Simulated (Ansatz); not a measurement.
Runs of Ansatz 0.2.0 on In. The cell holds a slab with vacuum, 3 atoms: a = 3.335 Å, b = 3.335 Å, c = 20.509 Å, α = 90.00°, β = 90.00°, γ = 120.00°. 

```tsv
task	level	cell	cutoff (eV)	basis error allowed	gap on the mesh (eV)	largest force (eV/Å)	work function (eV)
single point	LDA	as given	155	0.002 eV/atom	none	(a)	4.15
projected density of states	PBE	the (0 0 1) slab of In, cut from the database cell, not relaxed	154	0.002 eV/atom	-	0.06	3.87
single point	PBEsol	as given	154	0.002 eV/atom	none	0.11	3.96
single point	PBE	the (0 0 1) slab of In, cut from the database cell, not relaxed	168	0.001 eV/atom	none	0.06	3.87
```

Alike in all rows: potentials or basis all-electron LAPW, scalar-relativistic; no spin polarisation; k mesh 9 × 9 × 1; smearing fermi-dirac 0.05 eV.

Problem. Fill in the values left out.

Solution. (a) 0.22.

A k mesh can miss the band edges, and the runs leave out spin-orbit coupling on In.

A gap of «none» marks a metal or a gap under the smearing width.

Not every run made on this cell is shown here.
